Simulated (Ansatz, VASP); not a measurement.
## FeO (Wuestite): VASP beside Ansatz

The input run.py:

```python
from ase.calculators.vasp import Vasp
from ase.dft.bandgap import bandgap
from ase.io import read

atoms = read('POSCAR')
atoms.set_initial_magnetic_moments([3.0, 0.0])
calc = Vasp(
    directory='calc',
    xc='rpbe',
    pp='PBE',
    setups='materialsproject',
    prec='Accurate',
    encut=520,
    ediff=1e-06,
    ismear=0,
    sigma=0.05,
    lreal=False,
    lasph=True,
    nelm=150,
    algo='Fast',
    isif=2,
    lwave=False,
    lcharg=False,
    ispin=2,
    lorbit=11,
    lmaxmix=4,
    kpts=[11, 11, 11],
    gamma=True,
    nbands=21,
)
atoms.calc = calc

print('energy (eV):', atoms.get_potential_energy())
print('free energy (eV):', atoms.get_potential_energy(force_consistent=True))
print('forces (eV/A):')
print(atoms.get_forces())
print('stress (eV/A^3, Voigt):', atoms.get_stress())
print('Fermi level (eV):', calc.get_fermi_level())
print('moment (muB):', atoms.get_magnetic_moment())
print('site moments (muB):', atoms.get_magnetic_moments())
gap, top, bottom = bandgap(calc)
print('band gap (eV):', gap, 'from (spin, k, band)', top, 'to', bottom)
```

POSCAR

```
FeO
1.0
    0.0000000000      2.1554000000      2.1554000000
    2.1554000000      0.0000000000      2.1554000000
    2.1554000000      2.1554000000      0.0000000000
Fe O
1 1
Direct
    0.0000000000      0.0000000000      0.0000000000
    0.5000000000      0.5000000000      0.5000000000
```

Contents of input.yaml:

```yaml
crystal:
  lattice:
    - [0.0, 2.1554, 2.1554]
    - [2.1554, 0.0, 2.1554]
    - [2.1554, 2.1554, 0.0]
  atoms:
    - { symbol: Fe, position: [0.0, 0.0, 0.0], spin: 3.0 }
    - { symbol: O, position: [0.5, 0.5, 0.5] }
hamiltonian:
  xc: rpbe
  pseudopotentials: { kind: paw }
magnetization:
  spin_polarized: true
kpoints:
  mp_grid: { grid: [11, 11, 11] }
scf:
  occupations: { method: gaussian, width: 0.05 }
output:
  forces: true
  stress: true
  eigenvalues: true
  write_density: true
  write_potential: true
  elf: true
  volumetric_format: npy
```

Alike in both runs: task single point; functional RPBE; k mesh 11 × 11 × 11; occupations gaussian, width 0.05 eV; collinear spin, ferromagnetic start.

```csv
,VASP,Ansatz
version,VASP 6.6.1,Ansatz 0.2.0
potentials or method,"VASP PAW PBE potentials, release 64 (Fe_pv, O)",Ansatz PAW
plane-wave cutoff (eV),520,420
valence electrons in the cell,20,22
```

VASP gave:

* gap on the k mesh at the Fermi level (eV): none
* pressure (GPa): 5.2
* net moment per atom (μB): 2.00
* size of the moment on the site where the two differ most (μB): 3.63

**Question.** What did Ansatz give for the same quantities?

**Answer.** gap on the k mesh at the Fermi level (eV): none; pressure (GPa): 5.3; net moment per atom (μB): 2.00; size of the moment on the site where the two differ most (μB): 3.46.

Site moments also hang on the region over which each program counts them. A gap of «none» marks a metal or a gap that the smearing closes. The two sets of potentials don't hold the same shells in valence.

Caveats: a cell with one magnetic atom can't hold antiferromagnetic order, which such compounds often take; semilocal functionals often make such compounds metallic where correlation or magnetic order opens a gap, which also shifts bond lengths; the PAW data sets were made with another functional, which shifts forces and pressure a little (VASP); the pressure holds a Pulay correction of +0.6 GPa for the finite cutoff (Ansatz); the PAW data sets come from PBE, with cores solved anew for the run's functional, which leaves a small shift of forces and pressure (Ansatz). With open d or f shells a metallic result of RPBE can be an artefact of self-interaction; +U or a hybrid may open a gap.
